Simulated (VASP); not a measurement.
Crystal: AlAs.

```
CELL_PARAMETERS angstrom
0.00000 2.83790 2.83790
2.83790 0.00000 2.83790
2.83790 2.83790 0.00000
ATOMIC_POSITIONS crystal
Al 0.00000 0.00000 0.00000
As 0.25000 0.25000 0.25000
```

The cell is a database's computed one.

| Quantity | Value |
| --- | --- |
| Program | VASP 6.6.1 |
| Task | relaxation of cell and atoms |
| Functional | PBE |
| Potentials or basis | VASP PAW PBE potentials, release 64 (Al, As) |
| Cutoff | 600 eV |
| k mesh | 8 × 8 × 8 |
| Occupations | gaussian, width 0.02 eV |
| Spin | no spin polarisation |

At the start: pressure 2.2 GPa; volume 22.86 Å³/atom.

Question: Where does the relaxation end?

Answer: Over 3 steps the energy falls by 4.5 meV/atom and the volume is 23.55 Å³/atom (+3.0 %); space group F-43m (No. 216, to 0.05 Å).

Step by step:
```tsv
step	energy change (eV)	largest force (eV/Å)	pressure (GPa)	volume (Å³)
1	0.0000	0.0000	2.15	45.71
2	-0.0071	0.0000	-0.92	47.77
3	-0.0091	0.0000	0.01	47.10
```

Final structure:
```cif
data_structure
_symmetry_space_group_name_H-M 'P 1'
_symmetry_Int_Tables_number 1
_cell_length_a 4.0536
_cell_length_b 4.0536
_cell_length_c 4.0536
_cell_angle_alpha 60.000
_cell_angle_beta 60.000
_cell_angle_gamma 60.000
_cell_volume 47.10
loop_
_atom_site_label
_atom_site_type_symbol
_atom_site_fract_x
_atom_site_fract_y
_atom_site_fract_z
_atom_site_occupancy
Al1 Al 0.00000 0.00000 0.00000 1
As1 As 0.25000 0.25000 0.25000 1
```
